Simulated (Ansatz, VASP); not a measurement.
**Two plane-wave programs on AlNi**

INCAR

```
ALGO = Fast ; EDIFF = 1E-7
ENCUT = 520 ; GGA = PS
ISIF = 2 ; ISMEAR = 0
LASPH = True ; LCHARG = False
LREAL = False ; LWAVE = False
NBANDS = 14 ; NELM = 100
PREC = Accurate ; SIGMA = 0.1
```

KPOINTS

```
k-points
0
Gamma
  18 18 18
```

File POSCAR:

```
AlNi
1.0
    2.8586049402      0.0000000000      0.0000000000
    0.0000000000      2.8586049402      0.0000000000
    0.0000000000      0.0000000000      2.8694088113
Al Ni
1 1
Direct
    0.0000000000      0.0000000000      0.0000000000
    0.5000000000      0.5000000000      0.5000000000
```

Input for Ansatz:

```yaml
crystal:
  lattice:
    - [2.8586049402, 0.0, 0.0]
    - [0.0, 2.8586049402, 0.0]
    - [0.0, 0.0, 2.8694088113]
  atoms:
    - { symbol: Al, position: [0.0, 0.0, 0.0] }
    - { symbol: Ni, position: [0.5, 0.5, 0.5] }
basis:
  ecutwfc: 420
kpoints:
  mp_grid: { grid: [18, 18, 18] }
hamiltonian:
  xc: pbesol
scf:
  occupations: { method: gaussian, width: 0.1 }
output:
  forces: true
  stress: true
  eigenvalues: true
```

Alike in both runs: task single point; functional PBEsol; k mesh 18 × 18 × 18; occupations gaussian, width 0.1 eV; no spin polarisation.

```csv
,VASP,Ansatz
version,VASP 6.6.1,Ansatz 0.2.0
potentials or method,"VASP PAW PBE potentials, release 64 (Al, Ni)","scalar-relativistic, plane waves, PAW"
plane-wave cutoff (eV),520,420
valence electrons in the cell,13,21
```

```csv
,VASP,Ansatz,Ansatz less VASP
gap on the k mesh at the Fermi level (eV),none,none,-
pressure (GPa),0.1,0.0,-0.13
largest component of the traceless stress (GPa),0.18,0.17,-0.004
```

A gap of «none» marks a metal or a gap that the smearing closes. With one functional, cell and mesh, what is left measures potentials, basis and numerics. The two sets of potentials don't hold the same shells in valence.

Caveats: the PAW data sets were made with another functional, which shifts forces and pressure a little (VASP). Spin polarisation is off, so any magnetic state and its effect on volume and gap are missing.
